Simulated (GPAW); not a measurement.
Crystal: InAs.

```xyz
2
Lattice="0.0000 3.0180 3.0180 3.0180 0.0000 3.0180 3.0180 3.0180 0.0000" Properties=species:S:1:pos:R:3 pbc="T T T"
In    0.0000    0.0000    0.0000
As    4.5270    4.5270    4.5270
```

* Program: GPAW 26.7.0
* Task: relaxation of cell and atoms
* Functional: BLYP
* Dispersion: D3(BJ)
* Potentials or basis: PAW data sets generated in the run's folder for this functional
* Cutoff: 600 eV
* Basis: pw
* k mesh: 8 × 8 × 8
* Occupations: fermi-dirac, width 0.05 eV
* Spin: no spin polarisation

At the start: pressure 2.2 GPa; volume 27.49 Å³/atom.

Task: Where does the relaxation end?

Result: Over 4 steps the energy falls by 7.0 meV/atom and the volume is 28.54 Å³/atom (+3.8 %); space group F-43m (No. 216, to 0.05 Å).

The path:
```
step  energy change (eV)  largest force (eV/Å)  pressure (GPa)  volume (Å³)
   1              0.0000                0.0000            2.17        54.98
   2             -0.0053                0.0000            1.68        55.42
   3             -0.0140                0.0000            0.08        57.00
   4             -0.0141                0.0000            0.00        57.08
```

Final structure:
```cif
data_structure
_symmetry_space_group_name_H-M 'P 1'
_symmetry_Int_Tables_number 1
_cell_length_a 4.3218
_cell_length_b 4.3218
_cell_length_c 4.3218
_cell_angle_alpha 60.000
_cell_angle_beta 60.000
_cell_angle_gamma 60.000
_cell_volume 57.08
loop_
_atom_site_label
_atom_site_type_symbol
_atom_site_fract_x
_atom_site_fract_y
_atom_site_fract_z
_atom_site_occupancy
In1 In 0.00000 0.00000 0.00000 1
As1 As 0.75000 0.75000 0.75000 1
```

Caveat: later steps reuse the first step's grids; pairwise dispersion overbinds metals, which lowers pressure and volume.
